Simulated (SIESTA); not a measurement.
**HfO2 under changes of volume**

One of the cells (10.912 Å³/atom); the others are scaled copies at fixed shape and fractional positions:

```
CELL_PARAMETERS angstrom
3.55802 0.00000 0.00000
0.00000 3.55802 0.00000
0.00000 0.00000 5.17186
ATOMIC_POSITIONS crystal
Hf 0.00000 0.00000 0.00000
Hf 0.50000 0.50000 0.50000
O 0.00000 0.50000 0.19721
O 0.50000 0.00000 0.30279
O 0.50000 0.00000 0.80279
O 0.00000 0.50000 0.69721
```

Measurements of this composition are mostly on another form, of space group No. 14.

- Program: SIESTA 5.4.2
- Functional: PBEsol
- Potentials or basis: PseudoDojo 0.4 standard (PBEsol files)
- Basis: DZP (energy shift 0.003 Ry; two zetas on semicore shells)
- Grid cutoff: 800 Ry
- Energy shift: 0.003 Ry
- k mesh: 6 × 6 × 4
- Occupations: fermi-dirac, width 0.05 eV
- Spin: no spin polarisation

```csv
volume (Å³/atom),energy over the lowest point (meV/atom),pressure (GPa),gap on the mesh (eV),largest force (eV/Å)
10.257,55.68,23.1,4.71,0.614
10.476,29.14,16.0,4.64,0.479
10.694,11.56,9.9,4.57,0.356
10.912,2.09,4.1,4.51,0.238
11.130,0.00,-0.9,4.44,0.126
11.349,4.49,-5.5,4.38,0.028
11.567,?,?,?,?
```

Problem. What does the run at 11.567 Å³/atom give?

Solution. Energy over the lowest point 14.95 meV/atom; pressure -9.8 GPa; gap on the mesh 4.31 eV; largest force 0.067 eV/Å.

Worked out: A Birch-Murnaghan fit of order 3 (a polynomial in V^(-2/3)) to the other rows has its minimum at 11.09 Å³/atom with B0 = V·E''(V) = 253 GPa and B' = 3.9 at fixed shape and positions, which overstates the stiffness. It gives 15.06 meV/atom at 11.567 Å³/atom, against the run's 14.95, and -dE/dV = -9.8 GPa, against -9.8. A straight line through the other rows of the gap, of slope -3.26 eV per unit of ln V, extrapolates to 4.32 eV, against the run's 4.31.

Energies are extrapolated to zero smearing.

Caveats: short orbitals over semicore shells can move pressures by several GPa; spin-orbit coupling is left out, which moves the levels of the heavy elements; the basis of atomic orbitals isn't converged, which shifts pressures, moduli and gaps.

A mesh can miss the band edges.
